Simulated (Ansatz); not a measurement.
**Strain response of PtSe2**

Method: DFT PBEsol, scalar-relativistic, plane waves, PAW in Ansatz 0.2.0. (420 eV cutoff, 18×18×12 k-mesh, Gaussian smearing of 0.10 eV, no spin polarisation)

Reference structure (relaxed):

```yaml
crystal:
  lattice:
    - [3.75936, 0.00000, 0.00000]
    - [-1.87968, 3.25570, 0.00000]
    - [0.00000, 0.00000, 4.86856]
  atoms:
    - { symbol: Pt, position: [0.00000, 0.00000, 0.00000] }
    - { symbol: Se, position: [0.66667, 0.33333, 0.73937] }
    - { symbol: Se, position: [0.33333, 0.66667, 0.26063] }
```

Deformation: all cell vectors scaled alike, the atoms relaxed, all within the symmetry that the strain leaves. Energies are extrapolated to zero smearing.

Spin–orbit coupling is left out, which can shift energies with elements as heavy as these.

```
strain (%)  ΔE (meV/atom) a (Å) b (Å) c (Å)
      -3.0           44.7  3.647  3.647  4.723
      -2.0           19.0  3.684  3.684  4.771
      -1.0            4.5  3.722  3.722  4.820
      +0.0            0.0  3.759  3.759  4.869
      +1.0            4.1  3.797  3.797  4.917
      +2.0           15.6  3.835  3.835  4.966
      +3.0           33.6  3.872  3.872  5.015
```

(1) What stiffness (1/V) d²E/dε² at zero strain does a cubic fit over all points give?

Answers

(1) A cubic fit gives (1/V) d²E/dε² = 703 GPa at zero strain (nine times the bulk modulus at fixed shape).